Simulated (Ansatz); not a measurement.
Input of an Ansatz 0.2.0 run:

Contents of input.yaml:

```yaml
crystal:
  lattice:
    - [-2.837898, 2.837898, 5.66021]
    - [2.837898, -2.837898, 5.66021]
    - [2.837898, 2.837898, -5.66021]
  atoms:
    - { symbol: Si, position: [0.875, 0.263618, 0.888618] }
    - { symbol: Si, position: [0.013618, 0.625, 0.888618] }
    - { symbol: Si, position: [0.736382, 0.125, 0.111382] }
    - { symbol: Si, position: [0.375, 0.986382, 0.111382] }
    - { symbol: O, position: [0.633727, 0.133727, 0.5] }
    - { symbol: O, position: [0.467877, 0.967877, 0.935754] }
    - { symbol: O, position: [0.032123, 0.532123, 0.064246] }
    - { symbol: O, position: [0.116273, 0.116273, 0.0] }
    - { symbol: O, position: [0.883727, 0.883727, 0.0] }
    - { symbol: O, position: [0.866273, 0.366273, 0.5] }
    - { symbol: O, position: [0.282123, 0.717877, 0.0] }
    - { symbol: O, position: [0.717877, 0.282123, 0.0] }
kpoints:
  mp_grid: { grid: [7, 7, 7] }
  band_path:
    path:
      - [0.0, 0.0, 0.0]
      - [0.0, 0.0, 0.5]
      - [-0.1256893498, 0.1256893498, 0.5]
      - [-0.3128446749, 0.3128446749, 0.3128446749]
      - [0.0, 0.0, 0.0]
      - [0.5, 0.5, -0.5]
      - [0.3128446749, 0.6871553251, -0.3128446749]
      - [0.0, 0.5, 0.0]
    npoints: 6
scf:
  occupations: { method: fermi_dirac, width: 0.05 }
hamiltonian:
  xc: pbe
  pseudopotentials: { kind: all_electron, lapw: { basis_error: 0.002 } }
output:
  forces: true
  stress: true
  eigenvalues: true
  fatbands: false
  dos: { projected: true, de: 0.1, e_range: [-10, 10] }
  populations: true
```

Potentials or basis: all-electron LAPW, scalar-relativistic.

Run with:

```bash
$ ansatz run input.yaml --threads 8 --pin off --max-ram 24576MiB --backend cpu --events-out ev --progress --plain --runs-dir out
```

(1) Estimate the Loewdin charges.

(2) Estimate the band gap on the k mesh.

(3) What does it give for the largest force?

Answers

(1) Si +1.80; O -0.80, -0.78 e.

(2) 4.84 eV, direct.

(3) 0.013 eV/Å.
